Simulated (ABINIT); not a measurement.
The system is O.

```
O
1.0
     0.00000    1.88989    3.89884
     1.50177    0.00000    3.89884
     1.50177    1.88989    0.00000
O
2
Direct
  0.57890 0.57890 0.42110
  0.42110 0.42110 0.57890
```

| Quantity | Value |
| --- | --- |
| Program | ABINIT 10.8.3 (patched build) |
| Task | single point |
| Functional | PBE |
| Potentials or basis | JTH PAW PBE v2.0 |
| Cutoff | 626 eV |
| k mesh | 12 × 12 × 12 |
| Occupations | fermi-dirac, width 0.05 eV |
| Spin | no spin polarisation |

On this cell: pressure -2.0 GPa; largest force 1.054 eV/Å; band gap on the k mesh none (metal or under the smearing width).

The same run follows on a disturbed copy (atoms moved at random, drawn with an rms of 0.05 Å):

```xyz
2
Lattice="0.0000 1.8899 3.8988 1.5018 0.0000 3.8988 1.5018 1.8899 0.0000" Properties=species:S:1:pos:R:3 pbc="T T T"
O     1.4608    1.8548    4.5595
O     1.4804    1.9159    3.2542
```

**Question.** What does the disturbed cell give?

**Answer.** The energy (extrapolated to zero smearing) moves by +124.4 meV/atom; pressure -13.3 GPa; largest force 4.808 eV/Å; band gap on the k mesh none (metal or under the smearing width).

Forces in eV/Å, atoms in the order of the input:
```
O    0.151  0.575 -4.771
O   -0.151 -0.575  4.771
```

Stress tensor (GPa, compression positive):
```
  2.84  -0.01   1.43
 -0.01  -0.15   5.42
  1.43   5.42 -42.65
```

Caveats: the atomic spheres overlap; spin is off for a triplet molecule; forces of over 1 eV/Å show positions far from the minimum, so gaps and moduli don't describe the material at rest (some runs).
